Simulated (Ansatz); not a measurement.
An Ansatz input and the part of its output that reports the observables at the nuclei.

The cell is a COD entry, relaxed with PBE at fixed cell and then changed (volume scaled by 0.96, ions relaxed).

```yaml
crystal:
  lattice:
    - [3.7710355586, 0.0, 0.0]
    - [-1.8855177793, 3.2658125923, 0.0]
    - [0.0, 0.0, 6.1760855735]
  atoms:
    - { symbol: Zn, position: [0.3333333333, 0.6666666667, 0.0] }
    - { symbol: Zn, position: [0.6666666667, 0.3333333333, 0.5] }
    - { symbol: S, position: [0.3333333333, 0.6666666667, 0.3748] }
    - { symbol: S, position: [0.6666666667, 0.3333333333, 0.8748] }
kpoints:
  mp_grid: { grid: [13, 13, 7] }
scf:
  occupations: { method: fermi_dirac, width: 0.02 }
hamiltonian:
  xc: pbe
  pseudopotentials: { kind: paw }
output:
  forces: true
  stress: true
  populations: true
  efg:
    quadrupole_moments_barn: { Zn: 0.122, S: -0.0694 }
    contact_densities: true
relax:
  f_tol: 0.02
  max_steps: 60
```

```sh
ansatz run input.yaml --threads 1 --pin off --max-ram 3072MiB --backend cpu --events-out ev --progress --plain --runs-dir out
```

The run relaxes the ions first, and the block belongs to the relaxed positions.

Of the output, the block on the nuclei alone is shown; the set-up, the SCF iterations, energies, forces and stress are cut.

```
--- PAW observables at the nuclei: V_zz in 10²¹ V/m², potentials from the cell's mean, atoms counted from 1 ---
  atom   1  Zn V_zz =    +0.047935   η = 0.0000   by run symmetry: allowed   C_q = +0.1414 MHz
            electrostatic potential = -3942.050875 V   contact ρ = 166604.575474 e/Å³
  atom   2  Zn V_zz =    +0.047935   η = 0.0000   by run symmetry: allowed   C_q = +0.1414 MHz
            electrostatic potential = -3942.050875 V   contact ρ = 166604.575474 e/Å³
  atom   3  S  V_zz =    +0.225552   η = 0.0000   by run symmetry: allowed   C_q = -0.3785 MHz
            electrostatic potential = -1633.549583 V   contact ρ = 19764.612457 e/Å³
  atom   4  S  V_zz =    +0.225552   η = 0.0000   by run symmetry: allowed   C_q = -0.3785 MHz
            electrostatic potential = -1633.549583 V   contact ρ = 19764.612457 e/Å³
```

The relaxation (2 steps) took 17 s of wall time (16 s of CPU time) and 0.47 GiB at its peak, on 1 thread of Intel Xeon 6975P-C (Granite Rapids) (x86_64; 16 cores open to the job, memory cap 3.0 GiB, no GPU), a shared host with a load of 1.9 a core.
